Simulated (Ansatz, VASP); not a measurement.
**One calculation of AlN, two programs**

```
Al N
1.0
     0.00000    2.26763    2.16856
     2.26763    0.00000    2.16856
     2.26763    2.26763    0.00000
Al N
1 1
Direct
  0.00000 0.00000 0.00000
  0.75000 0.75000 0.75000
```

Change from the starting cell: strain +0.030 along x and y, -0.015 along z, atoms carried along.

Alike in both runs: task single point; functional PBE; k mesh 10 × 10 × 10; occupations gaussian, width 0.05 eV; no spin polarisation.

|  | VASP | Ansatz |
| --- | --- | --- |
| version | VASP 6.6.1 | Ansatz 0.2.0 |
| potentials or method | VASP PAW PBE potentials, release 64 (Al, N) | scalar-relativistic, plane waves, PAW |
| plane-wave cutoff (eV) | 520 | 420 |
| valence electrons in the cell | 8 | 8 |

```csv
,VASP,Ansatz,Ansatz less VASP
gap on the k mesh at the Fermi level (eV),3.06,3.07,+0.008
least direct gap on the mesh (eV),3.48,3.48,-0.006
pressure (GPa),-8.2,-7.9,+0.28
largest component of the traceless stress (GPa),3.59,3.57,-0.023
```

With one functional, cell and mesh, what is left measures potentials, basis and numerics.

A k mesh can miss the band edges.
